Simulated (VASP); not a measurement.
## Sn: single point with PBEsol

Sn:

```
CELL_PARAMETERS angstrom
-2.02919 2.02919 1.66076
2.02919 -2.02919 1.66076
2.02919 2.02919 -1.66076
ATOMIC_POSITIONS crystal
Sn 0.00000 0.00000 0.00000
```

This isn't the form of Sn at room conditions, which is tetragonal (white tin).

| Quantity | Value |
| --- | --- |
| Program | VASP 6.6.1 |
| Task | single point |
| Functional | PBEsol |
| Potentials or basis | VASP PAW PBE potentials, release 64 (Sn_d) |
| Cutoff | 520 eV |
| k mesh | 10 × 10 × 10 |
| Occupations | fermi-dirac, width 0.05 eV |
| Spin | no spin polarisation |
| Ladder | free |
| Further INCAR settings | ALGO = Normal; EDIFF = 1e-07; NBANDS = 13 |

- Pressure: -2.0 GPa
- Band gap on the k mesh: none (metal or under the smearing width)

Stress tensor (GPa, compression positive):
```
-2.35  0.00  0.00
 0.00 -2.35  0.00
 0.00  0.00 -1.30
```

Levels at points of the mesh, in eV from the Fermi level:
```csv
k point,band 4,band 5,band 6,band 7,band 8,band 9,band 10,band 11
"(0.00, 0.00, 0.00)",-21.33,-21.21,-11.01,6.79,6.79,9.35,10.32,11.42
"(0.50, 0.00, 0.00)",-21.18,-21.16,-5.73,-4.12,3.11,4.36,7.22,7.44
"(0.50, 0.50, 0.00)",-21.26,-21.17,-7.24,-4.64,5.81,7.77,10.43,10.98
"(0.50, 0.50, 0.50)",-21.18,-21.15,-3.38,-1.52,-1.52,2.56,3.09,6.14
```

Run time: 44 s on 1 thread of Intel(R) Xeon(R) Platinum 8375C CPU @ 2.90GHz (Ice Lake) (shared host), peak memory 0.18 GiB.

Caveat: the PAW data sets were made with another functional, which shifts forces and pressure a little.
